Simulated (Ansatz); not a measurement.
**NaBr with two functionals, biaxial strain +0.61 %, plane normal [001], relaxed out of plane**

The reference is NaBr in the rock salt structure (space group Fm-3m, No. 225; a = 6.0360 Å). Axes: x, y, z lie along the cube axes.

(Cell as relaxed with PBE.)

Levels (all Ansatz, a quantum-chemistry and plane-wave program, PAW): PBE (420 eV, no spin-orbit coupling); r2SCAN (500 eV, spin-orbit coupling left out).

Each level relaxes its own structure.

```json
[
 {"base": "volume per atom", "PBE": "27.49 Å³", "r2SCAN": "26.30 Å³"},
 {"base": "lattice parameter a", "PBE": "603.6 pm", "r2SCAN": "594.8 pm"},
 {"base": "band gap", "PBE": "4.07 eV", "r2SCAN": "4.98 eV"}
]
```

It is then changed as follows: tensile biaxial strain of 0.61 % in the plane normal to [001], as in epitaxy on a mismatched substrate; the out-of-plane cell vector and the atoms relax.

```tsv
quantity	PBE	r2SCAN
band gap	4.04 eV	?
valence-band top at Γ (three highest levels, from the VBM)	0.00, 0.00, -0.01 eV	?
out-of-plane strain	-0.31 %	?
```

Question: What does r2SCAN give?

Answer: 
- band gap, r2SCAN: 4.95 eV
- valence-band top at Γ (three highest levels, from the VBM), r2SCAN: 0.00, 0.00, -0.01 eV
- out-of-plane strain, r2SCAN: -0.25 %

PBE's band gap lies 0.91 eV below r2SCAN's; PBE's out-of-plane strain lies 0.06 % below r2SCAN's; the two agree on the valence-band top at Γ. Neither level is exact; r2SCAN is the comparison here, not a measurement.

Whether these cells are dynamically stable was not tested.
